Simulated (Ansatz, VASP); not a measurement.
## Pb in VASP and in Ansatz

File POSCAR:

```
Pb
1.0
    0.0000000000      2.4750200000      2.4750200000
    2.4750200000      0.0000000000      2.4750200000
    2.4750200000      2.4750200000      0.0000000000
Pb
1
Direct
    0.0000000000      0.0000000000      0.0000000000
```

The input INCAR.step1:

```
  PREC = Accurate
  ENCUT = 520
  ISMEAR = 0
  SIGMA = 0.1
  LREAL = F
  LASPH = T
  NELM = 60
  NBANDS = 13
  GGA = PE
  ALGO = Normal
  EDIFF = 1E-4
  LWAVE = T
  LCHARG = F
```

Contents of INCAR.step2:

```
  PREC = Accurate
  ENCUT = 520
  EDIFF = 1E-6
  ISMEAR = 0
  SIGMA = 0.1
  LREAL = F
  LASPH = T
  NELM = 60
  ALGO = Normal
  ISIF = 2
  LWAVE = F
  LCHARG = F
  METAGGA = R2SCAN
  LMIXTAU = T
  NBANDS = 13
  ISTART = 1
```

The input KPOINTS:

```
regular mesh
0
Gamma
  6 6 6
```

Input for Ansatz:

```yaml
crystal:
  lattice:
    - [0.0, 2.47502, 2.47502]
    - [2.47502, 0.0, 2.47502]
    - [2.47502, 2.47502, 0.0]
  atoms:
    - { symbol: Pb, position: [0.0, 0.0, 0.0] }
basis:
  ecutwfc: 500
kpoints:
  mp_grid: { grid: [6, 6, 6] }
hamiltonian:
  xc: r2scan
  pseudopotentials: { kind: paw, azcp: { folder: soft_1 } }
scf:
  occupations: { method: gaussian, width: 0.1 }
output:
  forces: true
  stress: true
  eigenvalues: true
```

Alike in both runs: task single point; functional r2SCAN; k mesh 6 × 6 × 6; occupations gaussian, width 0.1 eV; no spin polarisation.

```csv
,VASP,Ansatz
version,VASP 6.6.1,Ansatz 0.2.0
potentials or method,"VASP PAW PBE potentials, release 64 (Pb_d)","scalar-relativistic, plane waves, PAW"
plane-wave cutoff (eV),520,500
valence electrons in the cell,14,14
```

|  | VASP | Ansatz | Ansatz less VASP |
| --- | --- | --- | --- |
| gap on the k mesh at the Fermi level (eV) | none | none | - |
| pressure (GPa) | 2.1 | 2.1 | +0.02 |

A gap of «none» marks a metal or a gap that the smearing closes.

Caveats: the k mesh is coarse (spacing up to 0.37 Å⁻¹), so the values aren't converged; the PAW data sets were made with another functional, which shifts forces and pressure a little (VASP). Spin-orbit coupling is left out, which matters for the levels of Pb.
